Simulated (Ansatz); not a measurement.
# Equation of state of BAs

```
B As
1.0
     0.00000    2.38850    2.38850
     2.38850    0.00000    2.38850
     2.38850    2.38850    0.00000
B As
1 1
Direct
  0.00000 0.00000 0.00000
  0.75000 0.75000 0.75000
```

The cell comes from COD entry 9008833, which wasn't checked; take it as a given geometry.

Levels of theory: DFT, LDA, all-electron LAPW, scalar-relativistic (Ansatz 0.2.0); DFT, LDA, PAW with Ansatz's default frozen-core files, scalar-relativistic (Ansatz 0.2.0).

For LAPW: a Γ-centred 15×15×15 k mesh, Fermi–Dirac smearing of 0.03 eV, basis error target 0.25 meV/atom, no spin polarisation. PAW takes a cutoff of 420 eV at this cell (files made with PBE, cores remade for this functional). The Ansatz runs share mesh, smearing and spin set-up. Plane-wave (PAW) pressures include the program's estimate of the Pulay term.

The cell above is scaled evenly, with fractional coordinates and shape held.

```
V/V(cell)  V (Å³/atom)  P, LAPW (GPa)  P, PAW (GPa)  gap on the k mesh, LAPW (eV)
   0.9400       12.809           5.29          5.29                          1.08
   0.9600       13.081           1.89          1.89                          1.10
   0.9800       13.354          -1.17         -1.17                          1.11
   0.9900       13.490          -2.58         -2.58                          1.12
   1.0000       13.626          -3.92         -3.93                          1.13
   1.0100       13.762          -5.20         -5.20                          1.14
   1.0200       13.899          -6.41         -6.41                          1.15
   1.0400       14.171          -8.64         -8.64                          1.16
   1.0600       14.444         -10.65        -10.66                          1.18
```

**Question.** What do Birch–Murnaghan fits to the pressures give?

**Answer.** LAPW: V0 = 13.25 Å³/atom, B0 = 147 GPa, B0′ = 4.1; PAW: V0 = 13.25 Å³/atom, B0 = 147 GPa, B0′ = 4.1.

PAW's V0 lies 0.00 % from the all-electron value and its B0 0.0 %. Symmetry fixes shape and coordinates here, so this is the relaxed modulus.
